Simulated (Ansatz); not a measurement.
# CdSe

```xyz
2
Lattice="0.0000 2.8740 2.8740 2.8740 0.0000 2.8740 2.8740 2.8740 0.0000" Properties=species:S:1:pos:R:3 pbc="T T T"
Cd    0.0000    0.0000    0.0000
Se    2.8740    2.8740    2.8740
```

Atoms are numbered in the order listed.

Structure from Materials Project entry mp-1055 (possibly hypothetical), not relaxed further.

All numbers are computed: DFT, PBEsol, all-electron LAPW, scalar-relativistic (Ansatz 0.2.0); DFT, PBEsol, PAW with Ansatz's default frozen-core files, scalar-relativistic (Ansatz 0.2.0).

For LAPW: a Γ-centred 11×11×11 k mesh, Fermi–Dirac smearing of 0.05 eV, basis error target 0.5 meV/atom, no spin polarisation. PAW takes a cutoff of 420 eV at this cell (files made with PBE, cores remade for this functional). The Ansatz runs share mesh, smearing and spin set-up. Values come from LAPW unless marked.

```json
{
 "Pressure at this cell": "-3.86 GPa",
 "Band gap": "none: bands cross the Fermi level, a metal",
 "Density of states at the Fermi level (0.2 eV bin)": "0.09 states/eV per cell",
 "Löwdin charges (with 0.18 e of the cell spilling out of the atomic basis, so their sizes and signs hang on that basis)": "Cd1 1.19, Se2 -1.00 e",
 "Bader charges (from the PAW run)": "Cd1 +0.75, Se2 -0.75 e",
 "Volume per atom": "23.74 Å³"
}
```
